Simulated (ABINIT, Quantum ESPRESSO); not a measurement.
This is a calculation of TiO for ABINIT 10.8.3 (patched build). The cell comes from a database or a generator and needn't be the stable form of this composition.

File run.abi:

```
pp_dirpath "./"
pseudos "Ti.GGA_PBE-JTH.xml, O.GGA_PBE-JTH.xml"

structure "poscar:POSCAR"
natom 2

ecut 23.0
pawecutdg 45.0
pawxcdev 0

kptopt 1
ngkpt 9 9 9
nshiftk 1
shiftk 0.0 0.0 0.0

ixc 11

nband 13
occopt 3
tsmear 0.00183747

nstep 100
tolvrs 1.0e-9

iomode 3
prtwf 0
prtden 0
prteig 0
prtebands 0
enunit 1
```

Contents of POSCAR:

```
TiO
1.0
    0.0000000000      2.4692916300      2.4692916300
    2.4692916300      0.0000000000      2.4692916300
    2.4692916300      2.4692916300      0.0000000000
Ti O
1 1
Direct
    0.0000000000      0.0000000000      0.0000000000  Ti
    0.2500000000      0.2500000000      0.2500000000  O
```

Potentials or basis: JTH PAW PBE v2.0.

Run with:

```sh
$ abinit run.abi > log 2>&1
```

**Question.** Translate it to Quantum ESPRESSO 7.5. Potentials or basis there: SSSP 1.3 efficiency PBE, cutoff 748 eV.

**Answer.** As run (cutoffs and basis follow the program's own potentials, and thresholds, step limits or extra output files can differ):

Contents of pw.in:

```
&CONTROL
  calculation = 'scf'
  prefix = 'pwscf'
  outdir = './tmp'
  pseudo_dir = './pseudo'
  tprnfor = .true.
  tstress = .true.
  disk_io = 'low'
/
&SYSTEM
  ibrav = 0
  nat = 2
  ntyp = 2
  ecutwfc = 55
  ecutrho = 440
  nbnd = 15
  occupations = 'smearing'
  smearing = 'fd'
  degauss = 0.00367493
/
&ELECTRONS
  conv_thr = 4d-10
  electron_maxstep = 120
  mixing_beta = 0.5
/
ATOMIC_SPECIES
Ti    47.8670 ti_pbe_v1.4.uspp.F.UPF
O     15.9990 O.pbe-n-kjpaw_psl.0.1.UPF
CELL_PARAMETERS angstrom
   0.0000000000    2.4692916300    2.4692916300
   2.4692916300    0.0000000000    2.4692916300
   2.4692916300    2.4692916300    0.0000000000
ATOMIC_POSITIONS crystal
Ti     0.0000000000    0.0000000000    0.0000000000
O      0.2500000000    0.2500000000    0.2500000000
K_POINTS automatic
9 9 9 0 0 0
```

pp_density.in

```
&INPUTPP
  prefix = 'pwscf'
  outdir = './tmp'
  filplot = 'density.dat'
  plot_num = 0
/
&PLOT
  nfile = 1
  filepp(1) = 'density.dat'
  iflag = 3
  output_format = 6
  fileout = 'density.cube'
/
```

pp_potential.in

```
&INPUTPP
  prefix = 'pwscf'
  outdir = './tmp'
  filplot = 'potential.dat'
  plot_num = 11
/
&PLOT
  nfile = 1
  filepp(1) = 'potential.dat'
  iflag = 3
  output_format = 6
  fileout = 'potential.cube'
/
```

Potentials or basis: SSSP 1.3 efficiency PBE.

The run is started by

```sh
$ OMP_NUM_THREADS=1 pw.x -in pw.in > pw.out
$ OMP_NUM_THREADS=1 pp.x -in pp_density.in > pp_density.out
$ OMP_NUM_THREADS=1 pp.x -in pp_potential.in > pp_potential.out
```

Both were run:

|  | ABINIT | Quantum ESPRESSO |
| --- | --- | --- |
| Pressure | -21.5 GPa | -21.6 GPa |

The cell lies far from this level's equilibrium.

Pressure is positive in compression.
